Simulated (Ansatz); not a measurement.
## CuO: levels along high-symmetry lines

```xyz
2
Lattice="2.6368 0.0000 0.0000 0.0000 2.6368 0.0000 0.0000 0.0000 2.6368" Properties=species:S:1:pos:R:3 pbc="T T T"
Cu    0.0000    0.0000    0.0000
O     1.3184    1.3184    1.3184
```

Atoms are numbered in the order listed.

The structure comes from a relaxation in the same program, started in the CsCl type, and has space group Pm-3m. Whether it is a known phase or the ground state wasn't checked.

Without spin polarisation or U, such a compound can come out metallic where the real one is a magnetic insulator.

All numbers below come from Ansatz 0.2.0, DFT, PBE, all-electron LAPW, scalar-relativistic.

Numerical set-up: a Γ-centred 12×12×12 k mesh, Fermi–Dirac smearing of 0.08 eV, basis error target 0.25 meV/atom, no spin polarisation.

Points in fractions of the reciprocal vectors of this cell: Γ (0, 0, 0), X (0, 0.5, 0), M (0.5, 0.5, 0), R (0.5, 0.5, 0.5). The path joins them by straight lines in the order Γ–X–M–Γ–R–X–R–M; legs that retrace an earlier one aren't tabulated. Energies are in eV from the Fermi level.

Question: Is there a gap?

Answer: none: with an odd electron count and no spin polarisation the bands can't all be full, a metal in this set-up (spin order or a larger cell could open a gap).

Question: List the levels between -20 and 6.5 eV at the symmetry points.

Answer: 
Γ: -19.25, -3.20 (×2), -1.82 (×3), -1.55 (×3), 0.68
X: -18.04, -7.64, -3.32 (×2), -2.95, -1.49, -1.10, 0.40 (×2), 6.39
M: -17.32, -5.25 (×2), -2.91, -2.07, -1.99 (×2), -1.13, -0.89, 5.16
R: -16.47, -5.81 (×3), -1.10 (×2), 0.31 (×3)
